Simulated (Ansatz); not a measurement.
# 96-atom supercell of wurtzite BN, part 2 of 3

Ansatz 0.2.0, PAW. Earlier steps stand in the parts before.

### Step 3. Single point with HSE06

in.yaml

```yaml
crystal:
  lattice:
    - [7.622990, 0.000000, 0.000000]
    - [0.000000, 8.802271, 0.000000]
    - [0.000000, 0.000000, 8.406582]
  atoms:
    - { symbol: B, position: [0.000000, 0.166667, 0.000384] }
    - { symbol: B, position: [0.000000, 0.166667, 0.500384] }
    - { symbol: B, position: [0.333333, 0.166667, 0.000384] }
    - { symbol: B, position: [0.333333, 0.166667, 0.500384] }
    - { symbol: B, position: [0.166667, 0.416667, 0.000384] }
    - { symbol: B, position: [0.166667, 0.416667, 0.500384] }
    - { symbol: B, position: [0.000000, 0.666667, 0.000384] }
    - { symbol: B, position: [0.000000, 0.666667, 0.500384] }
    - { symbol: B, position: [0.666667, 0.166667, 0.000384] }
    - { symbol: B, position: [0.666667, 0.166667, 0.500384] }
    - { symbol: B, position: [0.500000, 0.416667, 0.000384] }
    - { symbol: B, position: [0.500000, 0.416667, 0.500384] }
    - { symbol: B, position: [0.333333, 0.666667, 0.000384] }
    - { symbol: B, position: [0.333333, 0.666667, 0.500384] }
    - { symbol: B, position: [0.166667, 0.916667, 0.000384] }
    - { symbol: B, position: [0.166667, 0.916667, 0.500384] }
    - { symbol: B, position: [0.833333, 0.416667, 0.000384] }
    - { symbol: B, position: [0.833333, 0.416667, 0.500384] }
    - { symbol: B, position: [0.666667, 0.666667, 0.000384] }
    - { symbol: B, position: [0.666667, 0.666667, 0.500384] }
    - { symbol: B, position: [0.500000, 0.916667, 0.000384] }
    - { symbol: B, position: [0.500000, 0.916667, 0.500384] }
    - { symbol: B, position: [0.833333, 0.916667, 0.000384] }
    - { symbol: B, position: [0.833333, 0.916667, 0.500384] }
    - { symbol: B, position: [0.166667, 0.083333, 0.250384] }
    - { symbol: B, position: [0.166667, 0.083333, 0.750384] }
    - { symbol: B, position: [0.000000, 0.333333, 0.250384] }
    - { symbol: B, position: [0.000000, 0.333333, 0.750384] }
    - { symbol: B, position: [0.500000, 0.083333, 0.250384] }
    - { symbol: B, position: [0.500000, 0.083333, 0.750384] }
    - { symbol: B, position: [0.333333, 0.333333, 0.250384] }
    - { symbol: B, position: [0.333333, 0.333333, 0.750384] }
    - { symbol: B, position: [0.166667, 0.583333, 0.250384] }
    - { symbol: B, position: [0.166667, 0.583333, 0.750384] }
    - { symbol: B, position: [0.000000, 0.833333, 0.250384] }
    - { symbol: B, position: [0.000000, 0.833333, 0.750384] }
    - { symbol: B, position: [0.833333, 0.083333, 0.250384] }
    - { symbol: B, position: [0.833333, 0.083333, 0.750384] }
    - { symbol: B, position: [0.666667, 0.333333, 0.250384] }
    - { symbol: B, position: [0.666667, 0.333333, 0.750384] }
    - { symbol: B, position: [0.500000, 0.583333, 0.250384] }
    - { symbol: B, position: [0.500000, 0.583333, 0.750384] }
    - { symbol: B, position: [0.333333, 0.833333, 0.250384] }
    - { symbol: B, position: [0.333333, 0.833333, 0.750384] }
    - { symbol: B, position: [0.833333, 0.583333, 0.250384] }
    - { symbol: B, position: [0.833333, 0.583333, 0.750384] }
    - { symbol: B, position: [0.666667, 0.833333, 0.250384] }
    - { symbol: B, position: [0.666667, 0.833333, 0.750384] }
    - { symbol: N, position: [0.000000, 0.166667, 0.187616] }
    - { symbol: N, position: [0.000000, 0.166667, 0.687616] }
    - { symbol: N, position: [0.333333, 0.166667, 0.187616] }
    - { symbol: N, position: [0.333333, 0.166667, 0.687616] }
    - { symbol: N, position: [0.166667, 0.416667, 0.187616] }
    - { symbol: N, position: [0.166667, 0.416667, 0.687616] }
    - { symbol: N, position: [0.000000, 0.666667, 0.187616] }
    - { symbol: N, position: [0.000000, 0.666667, 0.687616] }
    - { symbol: N, position: [0.666667, 0.166667, 0.187616] }
    - { symbol: N, position: [0.666667, 0.166667, 0.687616] }
    - { symbol: N, position: [0.500000, 0.416667, 0.187616] }
    - { symbol: N, position: [0.500000, 0.416667, 0.687616] }
    - { symbol: N, position: [0.333333, 0.666667, 0.187616] }
    - { symbol: N, position: [0.333333, 0.666667, 0.687616] }
    - { symbol: N, position: [0.166667, 0.916667, 0.187616] }
    - { symbol: N, position: [0.166667, 0.916667, 0.687616] }
    - { symbol: N, position: [0.833333, 0.416667, 0.187616] }
    - { symbol: N, position: [0.833333, 0.416667, 0.687616] }
    - { symbol: N, position: [0.666667, 0.666667, 0.187616] }
    - { symbol: N, position: [0.666667, 0.666667, 0.687616] }
    - { symbol: N, position: [0.500000, 0.916667, 0.187616] }
    - { symbol: N, position: [0.500000, 0.916667, 0.687616] }
    - { symbol: N, position: [0.833333, 0.916667, 0.187616] }
    - { symbol: N, position: [0.833333, 0.916667, 0.687616] }
    - { symbol: N, position: [0.166667, 0.083333, 0.437616] }
    - { symbol: N, position: [0.166667, 0.083333, 0.937616] }
    - { symbol: N, position: [0.000000, 0.333333, 0.437616] }
    - { symbol: N, position: [0.000000, 0.333333, 0.937616] }
    - { symbol: N, position: [0.500000, 0.083333, 0.437616] }
    - { symbol: N, position: [0.500000, 0.083333, 0.937616] }
    - { symbol: N, position: [0.333333, 0.333333, 0.437616] }
    - { symbol: N, position: [0.333333, 0.333333, 0.937616] }
    - { symbol: N, position: [0.166667, 0.583333, 0.437616] }
    - { symbol: N, position: [0.166667, 0.583333, 0.937616] }
    - { symbol: N, position: [0.000000, 0.833333, 0.437616] }
    - { symbol: N, position: [0.000000, 0.833333, 0.937616] }
    - { symbol: N, position: [0.833333, 0.083333, 0.437616] }
    - { symbol: N, position: [0.833333, 0.083333, 0.937616] }
    - { symbol: N, position: [0.666667, 0.333333, 0.437616] }
    - { symbol: N, position: [0.666667, 0.333333, 0.937616] }
    - { symbol: N, position: [0.500000, 0.583333, 0.437616] }
    - { symbol: N, position: [0.500000, 0.583333, 0.937616] }
    - { symbol: N, position: [0.333333, 0.833333, 0.437616] }
    - { symbol: N, position: [0.333333, 0.833333, 0.937616] }
    - { symbol: N, position: [0.833333, 0.583333, 0.437616] }
    - { symbol: N, position: [0.833333, 0.583333, 0.937616] }
    - { symbol: N, position: [0.666667, 0.833333, 0.437616] }
    - { symbol: N, position: [0.666667, 0.833333, 0.937616] }
kpoints:
  mp_grid: { grid: [1, 1, 1] }
hamiltonian:
  xc: hse06
scf:
  occupations: { method: fermi_dirac, width: 0.01 }
output:
  forces: true
  eigenvalues: true
  populations: true
  eigenstates: { kpoints: [[0, 0, 0]], e_range: [-6.0, 6.0], localisation: true }
```

Command:

```console
$ ansatz run in.yaml --threads 8 --pin off --max-ram 17100MiB --runs-dir r --events-out ev --progress --plain
```

Log:

```text
Pseudopotentials: kind: paw
Functional definition: HSE06
  parameter a = 0.25
  parameter omega = 0.11/bohr
  exchange = pbe_x - a*pbe_x_sr(omega) + a*exact_x_sr(omega)
  correlation = pbe_c
Crystal: 96 atoms, lattice volume = 564.078 Å³
Basis set: ecut = 420 eV, 11009 PW (Γ), exchange–correlation on 108×120×120 points (8 copies of the dense FFT grid, shifted against one another)
Bands: 288, of which v1, the nominal top of the filled ones, is band 192 counted from 1 (191 counted from 0)
Symmetry: 96 space group operations
Space group: P63mc (ITA 186), of the structure as read, at distance tolerance 8.3e-5 Å
k-points: 1
Non-local potential: B, projectors of the file, l = 0: 2, l = 1: 2, l = 2: 1
Non-local potential: N, projectors of the file, l = 0: 2, l = 1: 2, l = 2: 1
PAW form: soft (Blöchl's): semilocal exchange-correlation on the pseudo side does not see the compensation charge
PAW frozen core: B, regenerated for the run's functional, and the local potential with it (the file was generated under x = pbe(κ = 0.804, μ = 0.2195149727645171), c = pbe(β = 0.06672455060314922))
PAW frozen core: N, regenerated for the run's functional, and the local potential with it (the file was generated under x = pbe(κ = 0.804, μ = 0.2195149727645171), c = pbe(β = 0.06672455060314922))
PAW one-centre angular grid: B, 110 points (default); XC on 64 Gauss nodes
PAW one-centre angular grid: N, 110 points (default); XC on 64 Gauss nodes
Initial density: superposition of atomic densities (neutral atoms: chi_scale 0, normalization atom), corrected by the library's trained network
Initial wavefunctions: pseudopotential atomic-orbital guess
Functional: x = pbe(κ = 0.804, μ = 0.2195149727645171), c = pbe(β = 0.06672455060314922), warm-up for x = pbe(κ = 0.804, μ = 0.2195149727645171) + 0.25 (exact − pbe) at short range (hse, ω = 0.20786987370883472 Å⁻¹), c = pbe(β = 0.06672455060314922); HSE06 as pw.x's `hse` composes it (authors' and Libxc's form: `xc: wpbeh`)
SCF iter   1: F=—  HF=-26024.393216 eV  |F-HF|=—  |Δ(HF+E_count)|=         —  Δρ=4.01e-3  dr2=2.91e-2  ethr=1.77e-3  ⟨swp⟩=12.0  Hψ=1430  notcnv=0
preconditioner: auto → none  [insulator: Δε(μ)=5.171 eV  Ē_g=17.531 eV  σ=0.010 eV  W_gap=1.00  n_scr=154 (ndim 8)  ℏωp=30.6 eV  f_vac=0.000  D(μ)=0.00/eV (n_scr^D=0)]
SCF iter   2: F=—  HF=-26024.405594 eV  |F-HF|=—  |Δ(HF+E_count)|=   1.24e-2  Δρ=1.94e-3  dr2=6.71e-3  ethr=7.59e-6  ⟨swp⟩=10.0  Hψ=925  notcnv=0  defer=5
iter 3 solved again at ethr=1.04e-8 eV; its pass at ethr=1.75e-6 eV (dr2=4.00e-5 eV) is discarded
SCF iter   3: F=-26024.410442 eV  HF=-26024.410429 eV  |F-HF|=1.35e-5  |Δ(HF+E_count)|=   4.84e-3  Δρ=1.30e-4  dr2=3.56e-5  ethr=1.04e-8  ⟨swp⟩=5.0  Hψ=1263  notcnv=0  defer=1
eigensolver tolerance schedule: the retry pair's looser diagonalisation over-reported the residual by 0.12 of it (diagonalisation noise at 0.13 of the residual, at the tolerance the schedule requests for it); recorded, not acted on — ethr = c·dr2/N_el stays at c = 1.0e-1
SCF 1 stopped early in 3 iterations: F = -26024.410442 eV  dr2 = 3.56e-5
Initial density: handed on by an earlier stage of this run
Initial wavefunctions: those handed on with the density
Functional: x = pbe(κ = 0.804, μ = 0.2195149727645171) + 0.25 (exact − pbe) at short range (hse, ω = 0.20786987370883472 Å⁻¹), c = pbe(β = 0.06672455060314922); HSE06 as pw.x's `hse` composes it (authors' and Libxc's form: `xc: wpbeh`)
Exchange kernel: α = 0.2500, screened, ω = 0.2079 Å⁻¹, Wigner–Seitz truncation, v(0) = 796.5775 eV·Å³, q-mesh 1×1×1, nearest image of the exchange supercell L = 7.62 Å, pair-density grid 48×60×60, without the augmentation charges, whose exchange is taken in its separable form (sized by the pseudopotential files, 50×60×60 at the most), smooth part of the exchange summed in real space on grids 36×48 [...]
Frozen-core exchange: fock
SCF iter   1: F=—  HF=-26033.078118 eV  |F-HF|=—  |Δ(HF+E_count)|=         —  Δρ=8.99e-3  dr2=2.20e-1  ethr=9.27e-8  ⟨swp⟩=13.0  Hψ=1816  notcnv=0
preconditioner: auto → none  [insulator: Δε(μ)=6.474 eV  Ē_g=19.954 eV  σ=0.010 eV  W_gap=1.00  n_scr=154 (ndim 8)  ℏωp=30.6 eV  f_vac=0.000  D(μ)=0.00/eV (n_scr^D=0)]
SCF iter   2: F=—  HF=-26032.987702 eV  |F-HF|=—  |Δ(HF+E_count)|=   9.04e-2  Δρ=4.08e-3  dr2=3.82e-2  ethr=9.27e-8  ⟨swp⟩=5.0  Hψ=1095  notcnv=0
SCF iter   3: F=—  HF=-26033.074043 eV  |F-HF|=—  |Δ(HF+E_count)|=   8.63e-2  Δρ=1.41e-3  dr2=9.00e-3  ethr=9.27e-8  ⟨swp⟩=5.0  Hψ=1032  notcnv=0
SCF iter   4: F=—  HF=-26033.071125 eV  |F-HF|=—  |Δ(HF+E_count)|=   2.92e-3  Δρ=4.41e-4  dr2=9.97e-4  ethr=9.27e-8  ⟨swp⟩=4.0  Hψ=933  notcnv=0
SCF iter   5: F=—  HF=-26033.070825 eV  |F-HF|=—  |Δ(HF+E_count)|=   3.00e-4  Δρ=7.53e-5  dr2=8.40e-5  ethr=9.27e-8  ⟨swp⟩=3.0  Hψ=666  notcnv=0
SCF iter   6: F=—  HF=-26033.071586 eV  |F-HF|=—  |Δ(HF+E_count)|=   7.61e-4  Δρ=1.10e-4  dr2=5.74e-5  ethr=3.44e-9  ⟨swp⟩=4.0  Hψ=887  notcnv=0
SCF iter   7: F=-26033.071567 eV  HF=-26033.071566 eV  |F-HF|=1.07e-6  |Δ(HF+E_count)|=   2.00e-5  Δρ=8.82e-6  dr2=1.34e-6  ethr=3.44e-9  ⟨swp⟩=4.0  Hψ=679  notcnv=0
SCF 2 stopped early in 7 iterations: F = -26033.071567 eV  dr2 = 1.34e-6
  Residual-converged pass: ⟨swp⟩=3.0  Hψ=654  notcnv=0  max |occ|·‖R‖ = 6.6e-6 eV (tolerance 6.7e-6 eV)  dr2=1.33e-6  dr2_onsite=1.72e-8  max |Δocc| = 0.0e0
hybrid outer 1: dexx = +1.088e-1 eV, tail = 6.61e-5 eV
SCF iter   1: F=—  HF=-26033.069938 eV  |F-HF|=—  |Δ(HF+E_count)|=         —  Δρ=3.59e-5  dr2=3.71e-6  ethr=8.61e-8  ⟨swp⟩=9.0  Hψ=814  notcnv=0
preconditioner: auto → none  [insulator: Δε(μ)=6.512 eV  Ē_g=19.956 eV  σ=0.010 eV  W_gap=1.00  n_scr=154 (ndim 8)  ℏωp=30.6 eV  f_vac=0.000  D(μ)=0.00/eV (n_scr^D=0)]
SCF iter   2: F=—  HF=-26033.069937 eV  |F-HF|=—  |Δ(HF+E_count)|=   7.81e-7  Δρ=1.04e-5  dr2=1.86e-7  ethr=8.41e-10  ⟨swp⟩=3.0  Hψ=628  notcnv=0
SCF iter   3: F=-26033.069938 eV  HF=-26033.069938 eV  |F-HF|=7.85e-9  |Δ(HF+E_count)|=   7.65e-7  Δρ=2.31e-6  dr2=1.35e-8  ethr=2.75e-11  ⟨swp⟩=6.0  Hψ=785  notcnv=0  defer=5
SCF 3 converged in 3 iterations: F = -26033.069938 eV  dr2 = 1.35e-8
  Residual-converged pass: ⟨swp⟩=3.0  Hψ=489  notcnv=0  max |occ|·‖R‖ = 2.3e-6 eV (tolerance 3.1e-6 eV)  dr2=1.38e-8  dr2_onsite=1.09e-9  max |Δocc| = 0.0e0
[... from here the SCF cycle lines were not kept, up to the last twenty ...]
hybrid outer 2: dexx = +8.375e-7 eV, tail = 3.62e-8 eV, Δε = 8.08e-4 eV (about 1.95e-5 eV left of the loop's levels), ΔF = 4.08e-4 eV/Å (tail 9.16e-5)
NSCF: frozen V_eff on 1 k-points
hybrid SCF converged: 2 outer / 10 inner (+3 warm-up), last move |dexx| = 8.37e-7 eV, tail = 3.62e-8 eV
Stability not checked: this state was not tested for a lower state beside it, because the functional holds exact exchange (a hybrid, or Hartree-Fock), whose exchange loop this test does not read (fock_operator; see scf.lower_state_search)
Free energy (F): -26033.069938 eV
Harris-Foulkes:  -26033.069938 eV  (|F-HF|=7.85e-9)
Internal energy: -26033.069938 eV  (E = F + TS)
E sigma→0 (E₀):  -26033.069938 eV
Fermi energy:    13.839458 eV
--- Per-component energies (eV) ---
  E_band       = 691.875281
  E_kinetic    = 8938.443999
  E_local      = -8394.824172  (includes V_loc(G=0)·N_el)
  E_nonlocal   = 2665.556533
  E_hartree    = 2377.344604
  E_xc         = -3636.060097
  E_vxc        = -4477.768100  (∫ρ·V_xc dr)
  E_exx        = -940.671261  (= α·E_x^exact, valence–valence)
  E_paw        = -9831.160775  (= ΣΔE_a)
  E_vpaw       = -912.885247  (= ΣTr[D̂ρ^β])
  E_aug_tail   = 0.004901  (compensation charges beyond the density's cutoff)
  E_ewald      = -17210.037912
  E_core_change = -1.665752  (= ΣΔE_core)
  E_smearing   = -0.000000  (= −TS)
  E_closure    = -0.000006  (closes the sum)
  Σ components = -26033.069938   (vs F -26033.069938, Δ=0.00e0)
--- Forces (eV/Å), atoms counted from 1 ---
  atom   1  B     -0.00000000    -0.07179672    -0.12066410
  atom   2  B     -0.00000000    -0.07179672    -0.12066410
  atom   3  B      0.00000000    -0.07179672    -0.12066410
  atom   4  B     -0.00000000    -0.07179672    -0.12066410
  atom   5  B      0.00000000    -0.07179672    -0.12066410
  atom   6  B      0.00000000    -0.07179672    -0.12066410
  atom   7  B      0.00000000    -0.07179672    -0.12066410
  atom   8  B     -0.00000000    -0.07179672    -0.12066410
  atom   9  B     -0.00000000    -0.07179672    -0.12066410
  atom  10  B     -0.00000000    -0.07179672    -0.12066410
  atom  11  B      0.00000000    -0.07179672    -0.12066410
  atom  12  B     -0.00000000    -0.07179672    -0.12066410
  atom  13  B     -0.00000000    -0.07179672    -0.12066410
  atom  14  B     -0.00000000    -0.07179672    -0.12066410
  atom  15  B     -0.00000000    -0.07179672    -0.12066410
  atom  16  B      0.00000000    -0.07179672    -0.12066410
  atom  17  B      0.00000000    -0.07179672    -0.12066410
  atom  18  B     -0.00000000    -0.07179672    -0.12066410
  atom  19  B     -0.00000000    -0.07179672    -0.12066410
  atom  20  B     -0.00000000    -0.07179672    -0.12066410
  atom  21  B      0.00000000    -0.07179672    -0.12066410
  atom  22  B      0.00000000    -0.07179672    -0.12066410
  atom  23  B      0.00000000    -0.07179672    -0.12066410
  atom  24  B     -0.00000000    -0.07179672    -0.12066410
  atom  25  B      0.00000000     0.07179672    -0.12066410
  atom  26  B     -0.00000000     0.07179672    -0.12066410
  atom  27  B     -0.00000000     0.07179672    -0.12066410
  atom  28  B      0.00000000     0.07179672    -0.12066410
  atom  29  B     -0.00000000     0.07179672    -0.12066410
  atom  30  B      0.00000000     0.07179672    -0.12066410
  atom  31  B     -0.00000000     0.07179672    -0.12066410
  atom  32  B      0.00000000     0.07179672    -0.12066410
  atom  33  B      0.00000000     0.07179672    -0.12066410
  atom  34  B      0.00000000     0.07179672    -0.12066410
  atom  35  B     -0.00000000     0.07179672    -0.12066410
  atom  36  B      0.00000000     0.07179672    -0.12066410
  atom  37  B      0.00000000     0.07179672    -0.12066410
  atom  38  B      0.00000000     0.07179672    -0.12066410
  atom  39  B     -0.00000000     0.07179672    -0.12066410
  atom  40  B      0.00000000     0.07179672    -0.12066410
  atom  41  B     -0.00000000     0.07179672    -0.12066410
  atom  42  B      0.00000000     0.07179672    -0.12066410
  atom  43  B     -0.00000000     0.07179672    -0.12066410
  atom  44  B     -0.00000000     0.07179672    -0.12066410
  atom  45  B      0.00000000     0.07179672    -0.12066410
  atom  46  B     -0.00000000     0.07179672    -0.12066410
  atom  47  B     -0.00000000     0.07179672    -0.12066410
  atom  48  B      0.00000000     0.07179672    -0.12066410
  atom  49  N     -0.00000000    -0.09125303     0.12067049
  atom  50  N      0.00000000    -0.09125303     0.12067049
  atom  51  N      0.00000000    -0.09125303     0.12067049
  atom  52  N     -0.00000000    -0.09125303     0.12067049
  atom  53  N      0.00000000    -0.09125303     0.12067049
  atom  54  N      0.00000000    -0.09125303     0.12067049
  atom  55  N     -0.00000000    -0.09125303     0.12067049
  atom  56  N      0.00000000    -0.09125303     0.12067049
  atom  57  N     -0.00000000    -0.09125303     0.12067049
  atom  58  N     -0.00000000    -0.09125303     0.12067049
  atom  59  N     -0.00000000    -0.09125303     0.12067049
  atom  60  N     -0.00000000    -0.09125303     0.12067049
  atom  61  N      0.00000000    -0.09125303     0.12067049
  atom  62  N     -0.00000000    -0.09125303     0.12067049
  atom  63  N      0.00000000    -0.09125303     0.12067049
  atom  64  N      0.00000000    -0.09125303     0.12067049
  atom  65  N     -0.00000000    -0.09125303     0.12067049
  atom  66  N     -0.00000000    -0.09125303     0.12067049
  atom  67  N      0.00000000    -0.09125303     0.12067049
  atom  68  N      0.00000000    -0.09125303     0.12067049
  atom  69  N      0.00000000    -0.09125303     0.12067049
  atom  70  N     -0.00000000    -0.09125303     0.12067049
  atom  71  N      0.00000000    -0.09125303     0.12067049
  atom  72  N      0.00000000    -0.09125303     0.12067049
  atom  73  N      0.00000000     0.09125303     0.12067049
  atom  74  N      0.00000000     0.09125303     0.12067049
  atom  75  N      0.00000000     0.09125303     0.12067049
  atom  76  N     -0.00000000     0.09125303     0.12067049
  atom  77  N      0.00000000     0.09125303     0.12067049
  atom  78  N     -0.00000000     0.09125303     0.12067049
  atom  79  N      0.00000000     0.09125303     0.12067049
  atom  80  N      0.00000000     0.09125303     0.12067049
  atom  81  N      0.00000000     0.09125303     0.12067049
  atom  82  N     -0.00000000     0.09125303     0.12067049
  atom  83  N      0.00000000     0.09125303     0.12067049
  atom  84  N     -0.00000000     0.09125303     0.12067049
  atom  85  N      0.00000000     0.09125303     0.12067049
  atom  86  N      0.00000000     0.09125303     0.12067049
  atom  87  N      0.00000000     0.09125303     0.12067049
  atom  88  N     -0.00000000     0.09125303     0.12067049
  atom  89  N     -0.00000000     0.09125303     0.12067049
  atom  90  N     -0.00000000     0.09125303     0.12067049
  atom  91  N      0.00000000     0.09125303     0.12067049
  atom  92  N     -0.00000000     0.09125303     0.12067049
  atom  93  N     -0.00000000     0.09125303     0.12067049
  atom  94  N      0.00000000     0.09125303     0.12067049
  atom  95  N      0.00000000     0.09125303     0.12067049
  atom  96  N      0.00000000     0.09125303     0.12067049
  max |Σ_I F_I| component: 3.07e-4 eV/Å
--- Band table (eV) ---
  k-point 0: bands = [... 180 lower levels ..., "8.4812", "8.8649", "8.8649", "9.2711", "9.2711", "9.3023", "9.3023", "9.3106", "9.3106", "10.3126", "10.5494", "10.5870", "17.0986", "17.0986", "18.6832", "18.6832", "18.7937", "19.4631", "19.4631", "19.4900", "19.4900", "19.4900", "19.4900", "19.5518", ... 84 higher levels ...]
--- Löwdin populations: 96 sites ---
  site symbol       q [e]
     0      B      2.6503
     1      B      2.6503
[... 94 atoms left out ...]
  spilling = 0.003859 (of n_electrons = 384.000000)
```

It took 2.1 min on 8 threads of AMD EPYC 7B13, shared host; peak memory 3.9 GiB.

Top filled level 10.587 eV, lowest empty level 17.099 eV: 6.51 eV apart at the Γ point alone.

Frontier states and how far they spread:

| level (eV) | spin | filling | atoms sharing it | main element | its share | largest atom |
| --- | --- | --- | --- | --- | --- | --- |
| -0.27 | both | 2.00 | 71.2 | N | 0.79 | – |
| -0.04 | both | 2.00 | 69.2 | N | 0.81 | – |
| 0.00 | both | 2.00 | 69.2 | N | 0.81 | – |
| 6.51 | both | 0.00 | 93.9 | B | 0.57 | – |
| 6.51 | both | 0.00 | 93.9 | B | 0.57 | – |

(Continued in part 3 of 3.)
